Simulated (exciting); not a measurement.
The system is HfO2.

```xyz
3
Lattice="0.0000 2.5575 2.5575 2.5575 0.0000 2.5575 2.5575 2.5575 0.0000" Properties=species:S:1:pos:R:3 pbc="T T T"
Hf    0.0000    0.0000    0.0000
O     3.8363    3.8363    3.8363
O     1.2788    1.2788    1.2788
```

Measurements of this composition are mostly on another form, of space group No. 14.

Base run:

```yaml
Program: exciting (release sodium)
Functional: PBE
Potentials_or_basis: all-electron LAPW+lo, shipped species files, valence relativity iora*
rgkmax: 7.5
k_mesh: 9 × 9 × 9
Occupations: fermi-dirac, width 0.05 eV
Spin: no spin polarisation
```

Its results: band gap on the k mesh 3.83 eV, indirect (least direct gap 3.94 eV).

Q: The run is repeated on the same cell with these changes: functional from PBE to LDA. What comes out?

A: Band gap on the k mesh 3.61 eV, indirect (least direct gap 3.73 eV).

Caveats: spin-orbit coupling is left out, which moves the levels of the heavy elements; the mesh misses the band edges, which the band path finds closer together; the tetrahedron DOS on this energy grid can lose part of the weight of narrow d or f bands (some runs).
